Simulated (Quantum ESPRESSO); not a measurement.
Runs of Quantum ESPRESSO 7.5 on GaP. It takes space group F-43m (No. 216, cubic). Conventional cell: a = 5.451 Å, b = 5.451 Å, c = 5.451 Å, α = 90.00°, β = 90.00°, γ = 90.00°. Around Ga (site symmetry -43m) lie 4 P at 2.36 Å. P (site symmetry -43m) has 4 Ga at 2.36 Å as nearest neighbours. 

| level | potentials or basis | k mesh | cutoff (eV) | k mesh of the self-consistent run | form of the LDA | mesh quality | gap on the mesh (eV) |
| --- | --- | --- | --- | --- | --- | --- | --- |
| PBEsol | PseudoDojo 0.4.1 SR PBEsol standard | 6 × 6 × 6 | 1088 | 8 × 8 × 8 | - | not flagged | 1.52 |
| PBE | PseudoDojo 0.4 SR PBE stringent | 4 × 4 × 4 | 1551 | 8 × 8 × 8 | - | coarse | 1.66 |
| PBEsol | PseudoDojo 0.4.1 SR PBEsol standard | 12 × 12 × 12 | 1088 | 12 × 12 × 12 | - | not flagged | (a) |
| LDA | PseudoDojo 0.4.1 SR LDA standard | 4 × 4 × 4 | 1088 | 8 × 8 × 8 | PW92 | coarse | 1.50 |
| PBE | SPMS 1.0 PBE | 4 × 4 × 4 | 952 | 8 × 8 × 8 | - | coarse | 1.66 |
| LDA | PseudoDojo 0.4.1 SR LDA stringent | 4 × 4 × 4 | 1442 | 8 × 8 × 8 | PW92 | coarse | 1.50 |
| PBE | PseudoDojo 0.4.1 SR PBE standard | 6 × 6 × 6 | 1088 | 8 × 8 × 8 | - | not flagged | 1.66 |
| LDA | PseudoDojo 0.4.1 SR LDA standard | 6 × 6 × 6 | 1088 | 8 × 8 × 8 | PW92 | not flagged | 1.50 |

Alike in all rows: task single point; no spin polarisation; cell as given; smearing fixed.

**Question.** Estimate the missing entries.

**Answer.** (a) 1.47.

Caveats: some runs use coarse meshes.

A k mesh can miss the band edges, and the runs leave out spin-orbit coupling on Ga.

Not every run made on this cell is shown here.
